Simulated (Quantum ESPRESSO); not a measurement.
# TiO2 under changes of volume

One of the cells (10.435 Å³/atom); the others are scaled copies at fixed shape and fractional positions:

```xyz
6
Lattice="4.5998 0.0000 0.0000 0.0000 4.5998 0.0000 0.0000 0.0000 2.9592" Properties=species:S:1:pos:R:3 pbc="T T T"
Ti    0.0000    0.0000    1.4796
Ti    2.2999    2.2999    0.0000
O     1.3998    1.3998    1.4796
O     0.9001    3.6997    0.0000
O     3.6997    0.9001    0.0000
O     3.2000    3.2000    1.4796
```

The cell is a database's computed one.

```yaml
Program: Quantum ESPRESSO 7.5
Functional: PBE
Potentials_or_basis: GBRV 1.5 PBE
Cutoff: 612 eV
Density_cutoff: 4898 eV
k_mesh: 6 × 6 × 9
Occupations: fermi-dirac, width 0.05 eV
Spin: no spin polarisation
```

```tsv
volume (Å³/atom)	energy over the lowest point (meV/atom)	pressure (GPa)	gap on the mesh (eV)	largest force (eV/Å)
9.809	53.67	22.0	2.02	0.321
10.018	29.09	15.5	1.97	0.208
10.227	?	?	?	?
10.435	2.99	4.5	1.86	0.006
10.644	0.00	-0.2	1.81	0.085
10.853	2.82	-4.4	1.77	0.170
11.062	10.90	-8.2	1.72	0.248
```

Task: What does the run at 10.227 Å³/atom give?

Result: Energy over the lowest point 12.46 meV/atom; pressure 9.8 GPa; gap on the mesh 1.91 eV; largest force 0.103 eV/Å.

Worked out: A Birch-Murnaghan fit of order 3 (a polynomial in V^(-2/3)) to the other rows has its minimum at 10.64 Å³/atom with B0 = V·E''(V) = 228 GPa and B' = 4.2 at fixed shape and positions, which overstates the stiffness. It gives 12.44 meV/atom at 10.227 Å³/atom, against the run's 12.46, and -dE/dV = 9.9 GPa, against 9.8. A straight line through the other rows of the gap, of slope -2.51 eV per unit of ln V (its deformation potential), gives 1.91 eV, against the run's 1.91.

Energies are extrapolated to zero smearing.

Caveats: an odd mesh through Γ misses points on the zone boundary, where band edges often lie.
